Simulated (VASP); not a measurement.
# Al (Pm-3m) in VASP: a series of runs

One crystal, Al, is run at these levels: revPBE; tasks: single point.

Program: VASP 6.6.1. These are calculated values, not measurements. Logs are shortened: lines on timing, memory, paths and dates and some standing lists are left out, and cuts for length are marked.

## 1. The structure

The structure is cubic, space group Pm-3m (No. 221). Conventional cell: a = 2.806 Å, b = 2.806 Å, c = 2.806 Å, α = 90.00°, β = 90.00°, γ = 90.00°. Al (site symmetry m-3m) has 6 Al at 2.81 Å as nearest neighbours.

This isn't the form of Al at room conditions, which is fcc.

## 2. Single point, revPBE

File INCAR:

```
SYSTEM = Al
ALGO = Fast ; EDIFF = 1E-6
ENCUT = 520 ; GGA = RE
ISIF = 2 ; ISMEAR = -1
LASPH = .True. ; LCHARG = .True.
LELF = .True. ; LREAL = .False.
LVHAR = .True. ; LWAVE = .False.
NBANDS = 8 ; NELM = 100
PREC = Accurate ; SIGMA = 0.1
```

File KPOINTS:

```
k-points
0
Gamma
  13 13 13
  0 0 0
```

File POSCAR:

```
Al
1.0
    2.8063630890      0.0000000000      0.0000000000
    0.0000000000      2.8063630890      0.0000000000
    0.0000000000      0.0000000000      2.8063630890
Al
1
Direct
    0.0000000000      0.0000000000      0.0000000000
```

Potentials or basis: VASP PAW PBE potentials, release 64 (Al).

On the command line:

```sh
$ cat potpaw_PBE.64/Al/POTCAR > POTCAR
$ mpirun -np 1 vasp_std > vasp.out
```

OUTCAR:

```text
SYSTEM = Al
   EDIFF = 1E-6
   ENCUT = 520
   GGA = RE
   ISIF = 2
   ISMEAR = -1
   LASPH = .True.
   LREAL = .False.
   NELM = 100
   PREC = Accurate

 ion  position               nearest neighbor table
   1  0.000  0.000  0.000-

  LATTYP: Found a simple cubic cell.
 ALAT       =     2.8063630890

  Lattice vectors:

 A1 = (   2.8063630890,   0.0000000000,   0.0000000000)
 A2 = (   0.0000000000,   2.8063630890,   0.0000000000)
 A3 = (   0.0000000000,   0.0000000000,   2.8063630890)

Analysis of symmetry for initial positions (statically):
=====================================================================
 Subroutine PRICEL returns:
 Original cell was already a primitive cell.

 Routine SETGRP: Setting up the symmetry group for a
 simple cubic supercell.

 Subroutine GETGRP returns: Found 48 space group operations
 (whereof 48 operations were pure point group operations)
 out of a pool of 48 trial point group operations.

The static configuration has the point symmetry O_h .

Analysis of symmetry for dynamics (positions and initial velocities):
=====================================================================
 Subroutine PRICEL returns:
 Original cell was already a primitive cell.

 Routine SETGRP: Setting up the symmetry group for a
 simple cubic supercell.

 Subroutine GETGRP returns: Found 48 space group operations
 (whereof 48 operations were pure point group operations)
 out of a pool of 48 trial point group operations.

The dynamic configuration has the point symmetry O_h .

 Subroutine INISYM returns: Found 48 space group operations
 (whereof 48 operations are pure point group operations),
 and found     1 'primitive' translations

----------------------------------------------------------------------------------------

                                     Primitive cell

  volume of cell :      22.1020

  direct lattice vectors                    reciprocal lattice vectors
     2.806363089  0.000000000  0.000000000     0.356333079  0.000000000  0.000000000
     0.000000000  2.806363089  0.000000000     0.000000000  0.356333079  0.000000000
     0.000000000  0.000000000  2.806363089     0.000000000  0.000000000  0.356333079

  length of vectors
     2.806363089  2.806363089  2.806363089     0.356333079  0.356333079  0.356333079

  position of ions in fractional coordinates (direct lattice)
     0.000000000  0.000000000  0.000000000

  ion indices of the primitive-cell ions
   primitive index   ion index
                 1           1

----------------------------------------------------------------------------------------

 KPOINTS: k-points

Automatic generation of k-mesh.
 Grid dimensions read from file:
 generate k-points for:   13   13   13

 Generating k-lattice:

  Cartesian coordinates                     Fractional coordinates (reciprocal lattice)
     0.027410237  0.000000000  0.000000000     0.076923077  0.000000000  0.000000000
     0.000000000  0.027410237  0.000000000     0.000000000  0.076923077  0.000000000
     0.000000000  0.000000000  0.027410237     0.000000000  0.000000000  0.076923077

  Length of vectors
     0.027410237  0.027410237  0.027410237

  Shift w.r.t. Gamma in fractional coordinates (k-lattice)
     0.000000000  0.000000000  0.000000000

 Subroutine IBZKPT returns following result:
 ===========================================

 Found     84 irreducible k-points:

 Following reciprocal coordinates:
            Coordinates               Weight
  0.000000  0.000000  0.000000      1.000000
  0.076923  0.000000  0.000000      6.000000
  0.153846  0.000000  0.000000      6.000000
  0.230769  0.000000  0.000000      6.000000
  0.307692  0.000000  0.000000      6.000000
  0.384615  0.000000  0.000000      6.000000
[... 16 lines left out ...]
  0.307692  0.307692  0.000000     12.000000
  0.384615  0.307692  0.000000     24.000000
 [... further k-points ...]
   k-points           NKPTS =     84   k-points in BZ     NKDIM =     84   number of bands    NBANDS=      8
   number of dos      NEDOS =    301   number of ions     NIONS =      1
   total plane-waves  NPLWV =  13824
   dimension x,y,z NGX =    24 NGY =   24 NGZ =   24
   dimension x,y,z NGXF=    48 NGYF=   48 NGZF=   48
   ions per type =               1
   NGX,Y,Z   is equivalent  to a cutoff of  14.22, 14.22, 14.22 a.u.
   NGXF,Y,Z  is equivalent  to a cutoff of  28.43, 28.43, 28.43 a.u.
 SYSTEM =  Al
   PREC   = accura    normal or accurate (medium, high low for compatibility)
   ISTART =      0    job   : 0-new  1-cont  2-samecut
   ICHARG =      2    charge: 1-file 2-atom 10-const
   ISPIN  =      1    spin polarized calculation?
   LNONCOLLINEAR =      F non collinear calculations
   LSORBIT =      F    spin-orbit coupling
   LASPH  =      T    aspherical Exc in radial PAW
   ENCUT  =  520.0 eV  38.22 Ry    6.18 a.u.   5.22  5.22  5.22*2*pi/ulx,y,z
   NELM   =    100;   NELMIN=  2; NELMDL= -5     # of ELM steps
   EDIFF  = 0.1E-05   stopping-criterion for ELM
   LREAL  =      F    real-space projection
   EDIFFG = 0.1E-04   stopping-criterion for IOM
   NSW    =      0    number of steps for IOM
   IBRION =     -1    ionic relax: 0-MD 1-quasi-New 2-CG
   NFREE  =      0    steps in history (QN), initial steepest desc. (CG)
   ISIF   =      2    stress and relaxation
   ISYM   =      2    0-nonsym 1-usesym 2-fastsym
   POTIM  = 0.5000    time-step for ionic-motion
   TEBEG  =    0.0;   TEEND  =   0.0 temperature during run
   PSTRESS=    0.0 pullay stress
   NELECT =       3.0000    total number of electrons
   NUPDOWN=      -1.0000    fix difference up-down
   EMIN   =  10.00;   EMAX   =-10.00  energy-range for DOS
   EFERMI =   0.00;   METHOD = LEGACY
   ISMEAR =    -1;   SIGMA  =   0.10  broadening in eV -4-tet -1-fermi 0-gaus
   EFERMI_NEDOS =   21; number of points for ismear=-14 and -15
   IALGO  =     68    algorithm
   IMIX   =      4    mixing-type and parameters
     AMIX     =   0.40;   BMIX     =  1.00
     AMIX_MAG =   1.60;   BMIX_MAG =  1.00
  volume/ion in A,a.u.               =      22.10       149.15
  Fermi-wavevector in a.u.,A,eV,Ry     =   0.841340  1.589902  9.630918  0.707853
  Thomas-Fermi vector in A             =   1.955868
   LORBIT       =      0    0 simple, 1 ext, 2 COOP (PROOUT), +10 PAW based schemes
   GGA     = RE    functional components
   LHFCALC =     F    Hartree Fock is set to
   AEXX    =    0.0000 exact exchange contribution
   IVDW    =     0    specifies the selected vdW correction
   LEPSILON=     F    determine dielectric tensor
   LRPA    =     F    only Hartree local field effects (RPA)
 non-spin polarized calculation
 RMM-DIIS sequential band-by-band and
  energy-cutoff  :      520.00
  volume of cell :       22.10
 maximum number of plane-waves:       619
 NGX is ok and might be reduce to    24
   NGX = 11   NGY = 11   NGZ = 11

 number of electron       3.0000000 magnetization

 Free energy of the ion-electron system (eV)
  ---------------------------------------------------
  ext. energy  EPLUGINS =         0.00000000
  ---------------------------------------------------
  free energy    TOTEN  =        -3.16559523 eV

  energy without entropy =       -3.14490691  energy(sigma->0) =       -3.15525107

 E-fermi :   4.9406     XC(G=0):  -9.0714

 val. band max:        4.9069757075   @ k =   0.3846   0.3846   0.0000
 cond. band min:       5.0013398744   @ k =   0.4615   0.4615   0.3077
 fundamental gap:      0.0943641669
 Fermi energy:         4.9406423152

 k-point     1 :       0.0000    0.0000    0.0000
  band No.  band energies     occupation
      1      -4.0838      2.00000
      2      12.6864      0.00000
      3      12.6864      0.00000
      4      13.4446      0.00000
      5      13.4446      0.00000
      6      13.4446      0.00000
      7      19.2835      0.00000
      8      27.6438      0.00000

 k-point     2 :       0.0769    0.0000    0.0000
  band No.  band energies     occupation
      1      -3.9742      2.00000
      2      10.8491      0.00000
      3      12.7783      0.00000
      4      13.5376      0.00000
      5      13.5376      0.00000
      6      15.0552      0.00000
      7      19.7582      0.00000
      8      26.7447      0.00000

 k-point     3 :       0.1538    0.0000    0.0000
  band No.  band energies     occupation
      1      -3.6465      2.00000
      2       8.6832      0.00000
      3      13.0490      0.00000
      4      13.8157      0.00000
      5      13.8157      0.00000
      6      16.4923      0.00000
      7      21.2004      0.00000
      8      24.9906      0.00000

 k-point     4 :       0.2308    0.0000    0.0000
  band No.  band energies     occupation
      1      -3.1035      2.00000
      2       6.6098      0.00000
      3      13.4806      0.00000
      4      14.2762      0.00000
      5      14.2762      0.00000
      6      17.5397      0.00000
      7      23.1445      0.00000
      8      23.2259      0.00000

 k-point     5 :       0.3077    0.0000    0.0000
  band No.  band energies     occupation
      1      -2.3517      2.00000
      2       4.6873      1.85293
      3      14.0308      0.00000
      4      14.9105      0.00000
      5      14.9105      0.00000
      6      18.4869      0.00000
      7      21.4144      0.00000
      8      21.4144      0.00000
[... 177 lines left out ...]
 k-point    22 :       0.4615    0.2308    0.0000
  band No.  band energies     occupation
      1       0.5979      2.00000
      2       2.4354      2.00000
      3       9.9682      0.00000
      4      12.4616      0.00000
      5      17.2418      0.00000
      6      19.3854      0.00000
      7      19.5334      0.00000
      8      21.8869      0.00000

 k-point    23 :       0.3077    0.3077    0.0000
  band No.  band energies     occupation
      1      -0.6325      2.00000
      2       5.7206      0.00082
      3       7.0146      0.00000
      4      13.3153      0.00000
      5      16.3448      0.00000
      6      18.6115      0.00000
      7      22.2450      0.00000
      8      23.2360      0.00000

 k-point    24 :       0.3846    0.3077    0.0000
  band No.  band energies     occupation
      1       0.3053      2.00000
      2       4.4927      1.97758
      3       7.3717      0.00000
      4      11.7413      0.00000
      5      17.1025      0.00000
      6      19.4503      0.00000
      7      21.1471      0.00000
      8      23.4183      0.00000

 [... further k-points ...]
[... 5 lines left out ...]
  --------------------------------------------------------------------------------------
  -------------------------------------------------------------------------------------
  Total       -0.5065635     -0.5065635     -0.5065635      0.0000000     -0.0000000      0.0000000
  in kB      -36.7208673    -36.7208673    -36.7208673      0.0000000     -0.0000000      0.0000000
  external PRESSURE =     -36.7208673 kB  Pullay stress =       0.0000000 kB

 VOLUME and BASIS-vectors are now :
 -----------------------------------------------------------------------------
  energy-cutoff  :      520.00
  volume of cell :       22.10
      direct lattice vectors                 reciprocal lattice vectors
     2.806363089  0.000000000  0.000000000     0.356333079  0.000000000  0.000000000
     0.000000000  2.806363089  0.000000000     0.000000000  0.356333079  0.000000000
     0.000000000  0.000000000  2.806363089     0.000000000  0.000000000  0.356333079

 POSITION                                       TOTAL-FORCE (eV/Angst)
 -----------------------------------------------------------------------------------
      0.00000      0.00000      0.00000         0.000000      0.000000      0.000000
 -----------------------------------------------------------------------------------
    total drift:                               -0.000000     -0.000000     -0.000000

  FREE ENERGIE OF THE ION-ELECTRON SYSTEM (eV)
  ---------------------------------------------------
  free  energy   TOTEN  =        -3.1655952269 eV

  energy  without entropy=       -3.1449069074  energy(sigma->0) =       -3.15525107
```

Wall time 3.6 s (1 thread of Intel Xeon 6975P-C (Granite Rapids), shared host); peak memory 0.13 GiB.

Results:

```yaml
Free_energy: -3.1656 eV
Pressure: -3.7 GPa
Band_gap_on_the_k_mesh: none (metal or under the smearing width)
```

Caveat: the PAW data sets were made with another functional, which shifts forces and pressure a little.

## 3. Single point, revPBE

This run uses another cell than the first one, of 20.46 Å³/atom, 0.926 times its volume.

File INCAR:

```
ALGO = Normal
EDIFF = 1E-6
ENCUT = 520
GGA = RE
ISIF = 2
ISMEAR = -1
LASPH = True
LCHARG = False
LREAL = False
LWAVE = False
NBANDS = 8
NELM = 100
PREC = Accurate
SIGMA = 0.1
```

File KPOINTS:

```
k-points
0
Gamma
  13 13 13
```

File POSCAR:

```
Al
1.0
    2.7352851507      0.0000000000      0.0000000000
    0.0000000000      2.7352851507      0.0000000000
    0.0000000000      0.0000000000      2.7352851507
Al
1
Direct
    0.0000000000      0.0000000000      0.0000000000
```

Potentials or basis: VASP PAW PBE potentials, release 64 (Al).

On the command line:

```sh
$ cat potpaw_PBE.64/Al/POTCAR > POTCAR
$ mpirun -np 1 vasp_std > vasp.out
```

It took 2.9 s on 1 thread of Intel Xeon 6975P-C (Granite Rapids), shared host; peak memory 0.12 GiB.

The run converged. Its results:

```yaml
Free_energy: -3.1862 eV
Pressure: -0.1 GPa
Band_gap_on_the_k_mesh: none (metal or under the smearing width)
```

Levels at points of the mesh, in eV from the Fermi level:
| k point | band 1 | band 2 | band 3 | band 4 | band 5 |
| --- | --- | --- | --- | --- | --- |
| (0.00, 0.00, 0.00) | -9.46 | 7.93 | 7.93 | 9.05 | 9.05 |

Caveat: the PAW data sets were made with another functional, which shifts forces and pressure a little.
